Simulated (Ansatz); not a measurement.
The following input was run with Ansatz 0.2.0.

```yaml
crystal:
  lattice:
    - [17.2, 0.0, 0.0]
    - [0.0, 17.3, 0.0]
    - [0.0, 0.0, 6.2138412684]
  atoms:
    - { symbol: Ga, position: [0.5903174603, 0.5, 0.0] }
    - { symbol: Sb, position: [0.3193650794, 0.5897953941, 0.75] }
    - { symbol: Sb, position: [0.6806349206, 0.5897953941, 0.75] }
    - { symbol: Ga, position: [0.5903174603, 0.3204092119, 0.5] }
    - { symbol: Ga, position: [0.5903174603, 0.6795907881, 0.5] }
    - { symbol: Sb, position: [0.3193650794, 0.4102046059, 0.25] }
    - { symbol: Sb, position: [0.6806349206, 0.4102046059, 0.25] }
    - { symbol: Ga, position: [0.4096825397, 0.5, 0.5] }
    - { symbol: Sb, position: [0.5, 0.5897953941, 0.25] }
    - { symbol: Ga, position: [0.4096825397, 0.3204092119, 0.0] }
    - { symbol: Ga, position: [0.4096825397, 0.6795907881, 0.0] }
    - { symbol: Sb, position: [0.5, 0.4102046059, 0.75] }
    - { symbol: H, position: [0.2619657213, 0.5327278241, 0.9088822304] }
    - { symbol: H, position: [0.2619657213, 0.646862964, 0.5911177696] }
    - { symbol: H, position: [0.7380342787, 0.5327278241, 0.5911177696] }
    - { symbol: H, position: [0.7380342787, 0.646862964, 0.9088822304] }
    - { symbol: H, position: [0.6430174558, 0.2680138406, 0.6458743285] }
    - { symbol: H, position: [0.5376174648, 0.2680138406, 0.3541256715] }
    - { symbol: H, position: [0.6430174558, 0.7319861594, 0.3541256715] }
    - { symbol: H, position: [0.5376174648, 0.7319861594, 0.6458743285] }
    - { symbol: H, position: [0.2619657213, 0.4672721759, 0.0911177696] }
    - { symbol: H, position: [0.2619657213, 0.353137036, 0.4088822304] }
    - { symbol: H, position: [0.7380342787, 0.4672721759, 0.4088822304] }
    - { symbol: H, position: [0.7380342787, 0.353137036, 0.0911177696] }
    - { symbol: H, position: [0.3569825442, 0.2680138406, 0.8541256715] }
    - { symbol: H, position: [0.4623825352, 0.2680138406, 0.1458743285] }
    - { symbol: H, position: [0.3569825442, 0.7319861594, 0.1458743285] }
    - { symbol: H, position: [0.4623825352, 0.7319861594, 0.8541256715] }
basis:
  ecutwfc: 420
kpoints:
  mp_grid: { grid: [1, 1, 9] }
hamiltonian:
  xc: pbe
scf:
  occupations: { method: gaussian, width: 0.05 }
output:
  forces: true
  stress: true
  eigenvalues: true
  populations: true
  write_density: true
  write_potential: true
  elf: true
  volumetric_format: npy
relax:
  adjacent_minimum: "off"
  f_tol: 0.02
  max_steps: 45
  cell: { fix: [a, b, alpha, beta, gamma], stress_tol: 0.03 }
```

Run as
```bash
ansatz run input.yaml --threads 4 --pin off --max-ram 11264MiB --backend cpu --events-out ev --progress --plain --runs-dir out
```

All numbers below come from DFT PBE, scalar-relativistic, plane waves, PAW in Ansatz 0.2.0.

Part of what the program printed, abridged (iterations and final results):

```
SCF iter   1: F=—  HF=-61853.347121 eV  |F-HF|=—  |Δ(HF+E_count)|=         —  Δρ=2.18e-3  dr2=3.00e-1  ethr=1.77e-3  ⟨swp⟩=8.6  Hψ=2794  notcnv=0  defer=32
SCF iter   2: F=—  HF=-61853.278923 eV  |F-HF|=—  |Δ(HF+E_count)|=   6.82e-2  Δρ=9.36e-4  dr2=4.28e-2  ethr=1.63e-4  ⟨swp⟩=3.0  Hψ=840  notcnv=0  defer=109
SCF iter   3: F=—  HF=-61853.275278 eV  |F-HF|=—  |Δ(HF+E_count)|=   3.65e-3  Δρ=4.02e-4  dr2=4.56e-3  ethr=2.33e-5  ⟨swp⟩=3.0  Hψ=782  notcnv=0  defer=109
SCF iter   4: F=—  HF=-61853.277687 eV  |F-HF|=—  |Δ(HF+E_count)|=   2.41e-3  Δρ=1.58e-4  dr2=6.78e-4  ethr=2.48e-6  ⟨swp⟩=2.6  Hψ=819  notcnv=0  defer=109
SCF iter   5: F=—  HF=-61853.278324 eV  |F-HF|=—  |Δ(HF+E_count)|=   6.38e-4  Δρ=5.07e-5  dr2=8.30e-5  ethr=3.69e-7  ⟨swp⟩=2.0  Hψ=801  notcnv=0  defer=109
SCF iter   6: F=—  HF=-61853.278291 eV  |F-HF|=—  |Δ(HF+E_count)|=   3.35e-5  Δρ=1.72e-5  dr2=1.03e-5  ethr=4.51e-8  ⟨swp⟩=2.0  Hψ=910  notcnv=0  defer=109
SCF iter   7: F=—  HF=-61853.278294 eV  |F-HF|=—  |Δ(HF+E_count)|=   3.02e-6  Δρ=6.31e-6  dr2=9.12e-7  ethr=5.61e-9  ⟨swp⟩=2.0  Hψ=613  notcnv=0  defer=109
SCF iter   8: F=—  HF=-61853.278295 eV  |F-HF|=—  |Δ(HF+E_count)|=   1.12e-6  Δρ=2.34e-6  dr2=1.23e-7  ethr=4.96e-10  ⟨swp⟩=2.0  Hψ=801  notcnv=0  defer=109
SCF iter   9: F=-61853.278295 eV  HF=-61853.278295 eV  |F-HF|=2.35e-8  |Δ(HF+E_count)|=   1.98e-7  Δρ=7.35e-7  dr2=1.07e-8  ethr=5.43e-11  ⟨swp⟩=22.8  Hψ=5400  notcnv=0
SCF 1 converged in 9 iterations: F = -61853.278295 eV  dr2 = 1.07e-8
relax step   1: F+E_penalty+E_count = -61853.27829504 eV  Δ(F+E_penalty+E_count) = +0.000e0 eV  max|allowed force component| = 8.945e-1 eV/Å  Δτ_max = 0.0000 Å  P = +0.084 GPa  Ω = 1848.991 Å³  fix = [a, b, alpha, beta, gamma]  reactions: a +0.011, b +0.033 GPa (9 SCF iters, dr2 threshold 1.00e-7 eV, accepted)
Crystal: 28 atoms, lattice volume = 1860.102 Å³
Basis set: ecut = 420 eV, 36441 PW (Γ), exchange–correlation on 240×240×90 points (8 copies of the dense FFT grid, shifted against one another)
Initial density: handed on by an earlier stage of this run
Initial wavefunctions: those handed on with the density
SCF iter   1: F=—  HF=-61854.424024 eV  |F-HF|=—  |Δ(HF+E_count)|=         —  Δρ=7.00e-3  dr2=8.35e-1  ethr=4.54e-4  ⟨swp⟩=5.0  Hψ=3288  notcnv=0
SCF iter   2: F=—  HF=-61854.257358 eV  |F-HF|=—  |Δ(HF+E_count)|=   1.67e-1  Δρ=3.70e-3  dr2=1.55e-1  ethr=4.54e-4  ⟨swp⟩=5.6  Hψ=1304  notcnv=0  defer=2
SCF iter   3: F=—  HF=-61854.244786 eV  |F-HF|=—  |Δ(HF+E_count)|=   1.26e-2  Δρ=1.37e-3  dr2=2.75e-2  ethr=8.45e-5  ⟨swp⟩=3.6  Hψ=1050  notcnv=0  defer=100
SCF iter   4: F=—  HF=-61854.243941 eV  |F-HF|=—  |Δ(HF+E_count)|=   8.45e-4  Δρ=2.64e-4  dr2=1.49e-3  ethr=1.50e-5  ⟨swp⟩=2.0  Hψ=660  notcnv=0  defer=100
SCF iter   5: F=—  HF=-61854.243897 eV  |F-HF|=—  |Δ(HF+E_count)|=   4.42e-5  Δρ=8.22e-5  dr2=2.50e-4  ethr=8.08e-7  ⟨swp⟩=2.0  Hψ=842  notcnv=0  defer=115
SCF iter   6: F=—  HF=-61854.243892 eV  |F-HF|=—  |Δ(HF+E_count)|=   4.86e-6  Δρ=2.94e-5  dr2=3.95e-5  ethr=1.36e-7  ⟨swp⟩=2.0  Hψ=793  notcnv=0  defer=115
SCF iter   7: F=-61854.243895 eV  HF=-61854.243894 eV  |F-HF|=1.35e-7  |Δ(HF+E_count)|=   2.16e-6  Δρ=1.16e-5  dr2=2.65e-6  ethr=1.52e-9  ⟨swp⟩=20.4  Hψ=6013  notcnv=0
SCF iter   8: F=-61854.243896 eV  HF=-61854.243896 eV  |F-HF|=4.23e-8  |Δ(HF+E_count)|=   1.35e-6  Δρ=4.46e-6  dr2=4.19e-7  ethr=1.44e-9  ⟨swp⟩=11.0  Hψ=4550  notcnv=0
SCF 2 converged in 8 iterations: F = -61854.243896 eV  dr2 = 4.19e-7
relax step   2: F+E_penalty+E_count = -61854.24389576 eV  Δ(F+E_penalty+E_count) = -9.656e-1 eV  max|allowed force component| = 6.610e-1 eV/Å  Δτ_max = 0.1948 Å  P = -0.059 GPa  Ω = 1860.102 Å³  energy of the carried Pulay correction = -1.571e-3 eV  fix = [a, b, alpha, beta, gamma]  reactions: a -0.276, b +0.013 GPa (8 SCF iters, dr2 threshold 2.80e-6 eV, accepted)
Crystal: 28 atoms, lattice volume = 1874.537 Å³
Basis set: ecut = 420 eV, 36669 PW (Γ), exchange–correlation on 240×240×90 points (8 copies of the dense FFT grid, shifted against one another)
SCF iter   1: F=—  HF=-61854.661914 eV  |F-HF|=—  |Δ(HF+E_count)|=         —  Δρ=7.57e-3  dr2=7.01e-1  ethr=3.80e-4  ⟨swp⟩=6.0  Hψ=3039  notcnv=0  defer=1
SCF iter   2: F=—  HF=-61854.513478 eV  |F-HF|=—  |Δ(HF+E_count)|=   1.48e-1  Δρ=3.49e-3  dr2=1.27e-1  ethr=3.80e-4  ⟨swp⟩=3.4  Hψ=953  notcnv=0  defer=24
SCF iter   3: F=—  HF=-61854.499869 eV  |F-HF|=—  |Δ(HF+E_count)|=   1.36e-2  Δρ=6.04e-4  dr2=2.05e-2  ethr=6.89e-5  ⟨swp⟩=3.0  Hψ=967  notcnv=0  defer=48
SCF iter   4: F=—  HF=-61854.495163 eV  |F-HF|=—  |Δ(HF+E_count)|=   4.71e-3  Δρ=2.49e-4  dr2=2.02e-3  ethr=1.11e-5  ⟨swp⟩=2.6  Hψ=883  notcnv=0  defer=48
SCF iter   5: F=—  HF=-61854.494887 eV  |F-HF|=—  |Δ(HF+E_count)|=   2.76e-4  Δρ=7.75e-5  dr2=1.19e-4  ethr=1.10e-6  ⟨swp⟩=2.0  Hψ=972  notcnv=0  defer=51
SCF iter   6: F=—  HF=-61854.494893 eV  |F-HF|=—  |Δ(HF+E_count)|=   6.57e-6  Δρ=2.40e-5  dr2=1.44e-5  ethr=6.45e-8  ⟨swp⟩=2.0  Hψ=833  notcnv=0  defer=51
SCF iter   7: F=-61854.494897 eV  HF=-61854.494896 eV  |F-HF|=5.83e-7  |Δ(HF+E_count)|=   2.86e-6  Δρ=7.13e-6  dr2=9.54e-7  ethr=1.52e-9  ⟨swp⟩=21.8  Hψ=6732  notcnv=0
SCF 3 converged in 7 iterations: F = -61854.494897 eV  dr2 = 9.54e-7
relax step   3: F+E_penalty+E_count = -61854.49489675 eV  Δ(F+E_penalty+E_count) = -2.510e-1 eV  max|allowed force component| = 1.805e-1 eV/Å  Δτ_max = 0.1828 Å  P = -0.064 GPa  Ω = 1874.537 Å³  energy of the carried Pulay correction = -3.597e-3 eV  fix = [a, b, alpha, beta, gamma]  reactions: a -0.098, b -0.100 GPa (7 SCF iters, dr2 threshold 2.80e-6 eV, accepted)
Crystal: 28 atoms, lattice volume = 1899.411 Å³
Basis set: ecut = 420 eV, 37129 PW (Γ), exchange–correlation on 240×240×90 points (8 copies of the dense FFT grid, shifted against one another)
SCF iter   1: F=—  HF=-61854.762818 eV  |F-HF|=—  |Δ(HF+E_count)|=         —  Δρ=6.69e-3  dr2=6.16e-1  ethr=3.29e-4  ⟨swp⟩=4.6  Hψ=3219  notcnv=0
SCF iter   2: F=—  HF=-61854.646781 eV  |F-HF|=—  |Δ(HF+E_count)|=   1.16e-1  Δρ=3.19e-3  dr2=1.25e-1  ethr=3.29e-4  ⟨swp⟩=3.8  Hψ=956  notcnv=0
SCF iter   3: F=—  HF=-61854.642049 eV  |F-HF|=—  |Δ(HF+E_count)|=   4.73e-3  Δρ=7.57e-4  dr2=5.32e-2  ethr=6.77e-5  ⟨swp⟩=5.0  Hψ=1171  notcnv=0  defer=1
SCF iter   4: F=—  HF=-61854.630320 eV  |F-HF|=—  |Δ(HF+E_count)|=   1.17e-2  Δρ=1.82e-4  dr2=1.03e-3  ethr=2.89e-5  ⟨swp⟩=2.8  Hψ=996  notcnv=0  defer=71
SCF iter   5: F=—  HF=-61854.630260 eV  |F-HF|=—  |Δ(HF+E_count)|=   6.02e-5  Δρ=7.69e-5  dr2=1.36e-4  ethr=5.62e-7  ⟨swp⟩=2.0  Hψ=797  notcnv=0  defer=71
SCF iter   6: F=—  HF=-61854.630280 eV  |F-HF|=—  |Δ(HF+E_count)|=   1.99e-5  Δρ=2.17e-5  dr2=1.51e-5  ethr=7.41e-8  ⟨swp⟩=2.0  Hψ=622  notcnv=0  defer=71
   ...
SCF iter   7: F=—  HF=-61854.705585 eV  |F-HF|=—  |Δ(HF+E_count)|=   5.41e-8  Δρ=6.10e-7  dr2=6.59e-9  ethr=4.41e-11  ⟨swp⟩=2.0  Hψ=910  notcnv=0
SCF iter   8: F=—  HF=-61854.705585 eV  |F-HF|=—  |Δ(HF+E_count)|=   4.39e-9  Δρ=2.02e-7  dr2=6.29e-10  ethr=3.58e-12  ⟨swp⟩=2.0  Hψ=910  notcnv=0
SCF iter   9: F=-61854.705585 eV  HF=-61854.705585 eV  |F-HF|=6.55e-11  |Δ(HF+E_count)|=  4.15e-10  Δρ=6.39e-8  dr2=5.73e-11  ethr=1.00e-12  ⟨swp⟩=13.6  Hψ=3858  notcnv=0
SCF 11 converged in 9 iterations: F = -61854.705585 eV  dr2 = 5.73e-11
relax step  11: F+E_penalty+E_count = -61854.70558548 eV  Δ(F+E_penalty+E_count) = -3.325e-4 eV  max|allowed force component| = 1.018e-2 eV/Å  Δτ_max = 0.0214 Å  P = -0.004 GPa  Ω = 1929.871 Å³  energy of the carried Pulay correction = -1.122e-2 eV  fix = [a, b, alpha, beta, gamma]  reactions: a -0.003, b -0.004 GPa (9 SCF iters, accepted)
Initial wavefunctions: pseudopotential atomic-orbital guess (no wavefunctions were taken with the density)
SCF iter   1: F=—  HF=-61854.667999 eV  |F-HF|=—  |Δ(HF+E_count)|=         —  Δρ=2.28e-4  dr2=3.26e-5  ethr=8.46e-7  ⟨swp⟩=4.4  Hψ=4604  notcnv=0
SCF iter   2: F=—  HF=-61854.702476 eV  |F-HF|=—  |Δ(HF+E_count)|=   3.45e-2  Δρ=1.14e-4  dr2=1.00e-5  ethr=1.77e-8  ⟨swp⟩=3.8  Hψ=1234  notcnv=0
SCF iter   3: F=—  HF=-61854.716332 eV  |F-HF|=—  |Δ(HF+E_count)|=   1.39e-2  Δρ=3.77e-5  dr2=3.93e-6  ethr=5.46e-9  ⟨swp⟩=3.8  Hψ=1243  notcnv=0
SCF iter   4: F=—  HF=-61854.718634 eV  |F-HF|=—  |Δ(HF+E_count)|=   2.30e-3  Δρ=6.54e-6  dr2=4.22e-7  ethr=2.14e-9  ⟨swp⟩=3.8  Hψ=1354  notcnv=0  defer=4
SCF iter   5: F=—  HF=-61854.718750 eV  |F-HF|=—  |Δ(HF+E_count)|=   1.15e-4  Δρ=1.67e-6  dr2=3.78e-8  ethr=2.29e-10  ⟨swp⟩=2.0  Hψ=1136  notcnv=0  defer=5
SCF iter   6: F=—  HF=-61854.718759 eV  |F-HF|=—  |Δ(HF+E_count)|=   8.91e-6  Δρ=6.21e-7  dr2=4.77e-9  ethr=2.05e-11  ⟨swp⟩=2.0  Hψ=801  notcnv=0  defer=5
SCF iter   7: F=—  HF=-61854.718760 eV  |F-HF|=—  |Δ(HF+E_count)|=   1.89e-6  Δρ=1.85e-7  dr2=7.61e-10  ethr=2.59e-12  ⟨swp⟩=2.0  Hψ=773  notcnv=0  defer=5
SCF iter   8: F=-61854.718761 eV  HF=-61854.718761 eV  |F-HF|=7.06e-10  |Δ(HF+E_count)|=   2.42e-7  Δρ=4.97e-8  dr2=8.31e-11  ethr=1.00e-12  ⟨swp⟩=15.4  Hψ=4256  notcnv=0
SCF 12 converged in 8 iterations: F = -61854.718761 eV  dr2 = 8.31e-11
WARN: The output density's exchange-correlation potential varies sharply where the density is thin. Do not read a vacuum level from v_tot or v_xc, or from such a field of the output density. On a cell that repeats whose density bears no net charge and no dipole along the vacuum's axis use v_es (v_loc + v_h of the components); under efield.dipole_correction with no amplitude use v_es + v_field, which holds any external_charges[].barrier, or the levels of the report's work_function block, which leave it out; under a non-zero efield.amplitude the vacuum is tilted and has no level; on a cell that repeats and bears such a dipole with no correction it is tilted too, and efield.dipole_correction wi ...
SCF converged after 8 iterations
Free energy (F): -61854.718761 eV
Harris-Foulkes:  -61854.718761 eV  (|F-HF|=7.06e-10)
Internal energy: -61854.718761 eV  (E = F + TS)
E sigma→0 (E₀):  -61854.718761 eV
Fermi energy:    -2.006974 eV
--- Per-component energies (eV) ---
  E_band       = -3328.468448
  E_kinetic    = 2137.602684
  E_local      = -86477.576350  (includes V_loc(G=0)·N_el)
  E_nonlocal   = 4748.764508
  E_hartree    = 41406.294461
  E_xc         = -1377.100084
  E_vxc        = -1094.709719  (∫ρ·V_xc dr)
  E_paw        = -39399.104443  (= ΣΔE_a)
  E_vpaw       = -5455.118571  (= ΣTr[D̂ρ^β])
  E_aug_tail   = -0.019222  (compensation charges beyond the density's cutoff)
  E_ewald      = 17106.419686
  E_smearing   =  0.000000  (= −TS)
--- Forces (eV/Å), atoms counted from 1 ---
  atom   1  Ga     0.01017416     0.00000000     0.00000000
  atom   2  Sb    -0.00837337    -0.00262603     0.00076128
  atom   3  Sb     0.00837337    -0.00262603    -0.00076128
  atom   4  Ga     0.00140894    -0.00736996    -0.00662524
  atom   5  Ga     0.00140894     0.00736996     0.00662524
  atom   6  Sb    -0.00837337     0.00262603    -0.00076128
  atom   7  Sb     0.00837337     0.00262603     0.00076128
  atom   8  Ga    -0.01017416     0.00000000     0.00000000
  atom   9  Sb     0.00000000     0.00900333     0.00000000
  atom  10  Ga    -0.00140894    -0.00736996     0.00662524
  atom  11  Ga    -0.00140894     0.00736996    -0.00662524
  atom  12  Sb     0.00000000    -0.00900333     0.00000000
  atom  13  H      0.00360734    -0.00157233     0.00042296
  atom  14  H      0.00355875    -0.00047969     0.00005183
  atom  15  H     -0.00360734    -0.00157233    -0.00042296
  atom  16  H     -0.00355875    -0.00047969    -0.00005183
  atom  17  H     -0.00563506     0.00059888    -0.00383874
  atom  18  H      0.00408316     0.00743507     0.00943601
  atom  19  H     -0.00563506    -0.00059888     0.00383874
  atom  20  H      0.00408316    -0.00743507    -0.00943601
  atom  21  H      0.00360734     0.00157233    -0.00042296
  atom  22  H      0.00355875     0.00047969    -0.00005183
  atom  23  H     -0.00360734     0.00157233     0.00042296
  atom  24  H     -0.00355875     0.00047969     0.00005183
  atom  25  H      0.00563506     0.00059888     0.00383874
  atom  26  H     -0.00408316     0.00743507    -0.00943601
  atom  27  H      0.00563506    -0.00059888    -0.00383874
  atom  28  H     -0.00408316    -0.00743507     0.00943601
--- Stress (GPa, compression-positive) ---
       -0.002299       0.000000       0.000000
        0.000000      -0.002773       0.000000
        0.000000       0.000000       0.004466
  P = ⅓ Tr σ = -0.0002 GPa (-0.002 kbar)
--- Band table (eV; the first three rows and the last of 5) ---
  k-point 0: bands = ["-31.3609", "-31.3609", "-31.3607", "-31.3607", "-31.3179", "-31.3179", "-31.3168", "-31.3168", "-31.2637", "-31.2637", "-31.2634", "-31.2634", "-31.2381", "-31.2381", "-31.2372", "-31.2371", "-31.2265", "-31.2265", "-31.2260", "-31.2260", "-30.7304", "-30.7286", "-30.7243", "-30.7240", "-30.6919", "-30.6914", "-30.6862", "-30.6854", "-30.6733", "-30.6732", "-17.2003", "-17.1924", "-17.1873", "-17.1852", "-17.1785", "-17.1484", "-17.1423", "-17.1410", "-17.1375", "-17.1357", "-16.7225", "-16.7224", "-16.7212", "-16.7212", "-16.6956", "-16.6953", "-16.6774", "-16.6773", "-16.6318", "-16.6318", "-16.6318", "-16.6318", "-16.5825", "-16.5820", "-16.5796", "-16.5796", "-16.5 ...
  k-point 1: bands = ["-31.3609", "-31.3609", "-31.3607", "-31.3607", "-31.3179", "-31.3179", "-31.3168", "-31.3168", "-31.2637", "-31.2637", "-31.2634", "-31.2634", "-31.2381", "-31.2381", "-31.2372", "-31.2371", "-31.2265", "-31.2265", "-31.2260", "-31.2260", "-30.7304", "-30.7287", "-30.7243", "-30.7240", "-30.6919", "-30.6914", "-30.6862", "-30.6854", "-30.6733", "-30.6732", "-17.2001", "-17.1923", "-17.1874", "-17.1867", "-17.1767", "-17.1496", "-17.1419", "-17.1409", "-17.1375", "-17.1357", "-16.7226", "-16.7224", "-16.7213", "-16.7212", "-16.6956", "-16.6954", "-16.6774", "-16.6773", "-16.6319", "-16.6319", "-16.6317", "-16.6317", "-16.5825", "-16.5820", "-16.5797", "-16.5796", "-16.5 ...
  k-point 2: bands = ["-31.3609", "-31.3609", "-31.3607", "-31.3607", "-31.3178", "-31.3178", "-31.3169", "-31.3169", "-31.2636", "-31.2636", "-31.2634", "-31.2634", "-31.2381", "-31.2381", "-31.2372", "-31.2372", "-31.2265", "-31.2265", "-31.2260", "-31.2260", "-30.7302", "-30.7288", "-30.7243", "-30.7241", "-30.6918", "-30.6915", "-30.6861", "-30.6855", "-30.6733", "-30.6732", "-17.1995", "-17.1923", "-17.1890", "-17.1878", "-17.1731", "-17.1524", "-17.1412", "-17.1405", "-17.1374", "-17.1357", "-16.7227", "-16.7225", "-16.7214", "-16.7213", "-16.6957", "-16.6956", "-16.6774", "-16.6774", "-16.6320", "-16.6320", "-16.6316", "-16.6316", "-16.5823", "-16.5818", "-16.5798", "-16.5797", "-16.5 ...
  k-point 4: bands = ["-31.3609", "-31.3609", "-31.3607", "-31.3607", "-31.3175", "-31.3175", "-31.3172", "-31.3171", "-31.2636", "-31.2636", "-31.2635", "-31.2635", "-31.2381", "-31.2381", "-31.2372", "-31.2372", "-31.2265", "-31.2265", "-31.2260", "-31.2260", "-30.7297", "-30.7294", "-30.7242", "-30.7241", "-30.6917", "-30.6916", "-30.6859", "-30.6857", "-30.6732", "-30.6732", "-17.1971", "-17.1952", "-17.1897", "-17.1890", "-17.1646", "-17.1602", "-17.1402", "-17.1401", "-17.1368", "-17.1363", "-16.7228", "-16.7227", "-16.7215", "-16.7215", "-16.6960", "-16.6959", "-16.6775", "-16.6775", "-16.6321", "-16.6321", "-16.6315", "-16.6315", "-16.5817", "-16.5816", "-16.5802", "-16.5801", "-16.5 ...
--- Relaxed structure (11 steps of the walk, 11 accepted, 1 SCFs on fresh bases) ---
  F+E_penalty+E_count = -61854.71876067 eV   max|allowed force component| = 1.017e-2 eV/Å   (the final SCF, on the basis selected at the relaxed cell)
  cell:  # Å, volume = 1929.8710 Å³
    - [17.2, -1.81561012e-127, 6.81908527e-127]
    - [-1.82616599e-127, 17.3, 1.11589256e-126]
    - [2.46352985e-127, 4.00808051e-127, 6.48565330]
  atoms:
    - { symbol: Ga, position: [0.57805344, 0.5, 0.0] }
    - { symbol: Sb, position: [0.33766763, 0.59348807, 0.74530521] }
    - { symbol: Sb, position: [0.66233236, 0.59348807, 0.75469478] }
    - { symbol: Ga, position: [0.60153247, 0.31393194, 0.55138924] }
    - { symbol: Ga, position: [0.60153247, 0.68606805, 0.44861075] }
    - { symbol: Sb, position: [0.33766763, 0.40651192, 0.25469478] }
    - { symbol: Sb, position: [0.66233236, 0.40651192, 0.24530521] }
    - { symbol: Ga, position: [0.42194655, 0.5, 0.49999999] }
    - { symbol: Sb, position: [0.5, 0.59327220, 0.24999999] }
    - { symbol: Ga, position: [0.39846752, 0.31393194, -0.05138924] }
    - { symbol: Ga, position: [0.39846752, 0.68606805, 0.05138924] }
    - { symbol: Sb, position: [0.5, 0.40672779, 0.75] }
    - { symbol: H, position: [0.26285265, 0.53781701, 0.83626962] }
    - { symbol: H, position: [0.28146090, 0.64800806, 0.58322795] }
    - { symbol: H, position: [0.73714734, 0.53781701, 0.66373037] }
    - { symbol: H, position: [0.71853909, 0.64800806, 0.91677204] }
    - { symbol: H, position: [0.67223457, 0.29677910, 0.69575387] }
    - { symbol: H, position: [0.55556771, 0.25301685, 0.42235351] }
    - { symbol: H, position: [0.67223457, 0.70322089, 0.30424612] }
    - { symbol: H, position: [0.55556771, 0.74698314, 0.57764648] }
    - { symbol: H, position: [0.26285265, 0.46218298, 0.16373037] }
    - { symbol: H, position: [0.28146090, 0.35199193, 0.41677204] }
    - { symbol: H, position: [0.73714734, 0.46218298, 0.33626962] }
    - { symbol: H, position: [0.71853909, 0.35199193, 0.08322795] }
    - { symbol: H, position: [0.32776542, 0.29677910, 0.80424612] }
    - { symbol: H, position: [0.44443228, 0.25301685, 0.07764648] }
    - { symbol: H, position: [0.32776542, 0.70322089, 0.19575387] }
    - { symbol: H, position: [0.44443228, 0.74698314, 0.92235351] }
--- Löwdin populations: 28 sites ---
  site symbol q [e]
     0     Ga     13.2950
     1     Sb     14.4990
     2     Sb     14.4990
     3     Ga     13.0293
     4     Ga     13.0293
     5     Sb     14.4990
     6     Sb     14.4990
     7     Ga     13.2950
     8     Sb     14.7488
     9     Ga     13.0293
    10     Ga     13.0293
    11     Sb     14.7488
    12      H      1.0691
    13      H      1.0512
    14      H      1.0691
    15      H      1.0512
    16      H      1.0717
    17      H      1.0596
    18      H      1.0717
    19      H      1.0596
    20      H      1.0691
    21      H      1.0512
    22      H      1.0691
    23      H      1.0512
    24      H      1.0717
    25      H      1.0596
    26      H      1.0717
    27      H      1.0596
  spilling = 0.004309 (of n_electrons = 184.000000)
```

The relaxation met its thresholds.

It took 4.9 min on 4 threads of Intel(R) Xeon(R) 6975P-C (Granite Rapids) (shared host), peak memory 4.6 GiB.